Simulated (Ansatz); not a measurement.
# AlAu in Ansatz: the effect of target pressure

Crystal: AlAu.

```
Au Al
1.0
     3.22394    0.00000    0.00000
     0.00000    3.22394    0.00000
     0.00000    0.00000    3.22394
Au Al
1 1
Direct
  0.50000 0.50000 0.50000
  0.00000 0.00000 0.00000
```

The cell comes from a database or a generator and needn't be the stable form of this composition.

Alike in all runs:

```yaml
Program: Ansatz 0.2.0
Task: relaxation of cell and atoms
Functional: PBEsol
Potentials_or_basis: Ansatz PAW
Cutoff: "420 eV (not typed: the program's choice for these potentials)"
k_mesh: 8 × 8 × 8
Occupations: fermi-dirac, width 0.05 eV
Spin: no spin polarisation
```

Each run relaxes the cell or the atoms first.

| target pressure | relaxed volume (Å³/atom) |
| --- | --- |
| 0 GPa | 16.02 |
| 2 GPa | ? |
| 5 GPa | 15.46 |
| 10 GPa | 15.00 |
| 20 GPa | 14.28 |
| 30 GPa | 13.73 |

Task: What does the run with target pressure 2 GPa give?

Result: Relaxed volume 15.78 Å³/atom.

Worked out: In Murnaghan's law V^(-B') rises as a straight line in P. The other rows fit best with B' = 5.1, V0 = 16.02 Å³/atom and B0 = 128 GPa, which gives 15.78 Å³/atom at 2 GPa, against the run's 15.78.

Caveats: the plane-wave basis is chosen anew once the cell has moved, so the energies of steps on either side of that aren't comparable; the PAW data sets come from PBE, with cores solved anew for the run's functional, which leaves a small shift of forces and pressure; the volume moved by over 15 % at a fixed basis, so the end points are rough (some runs).
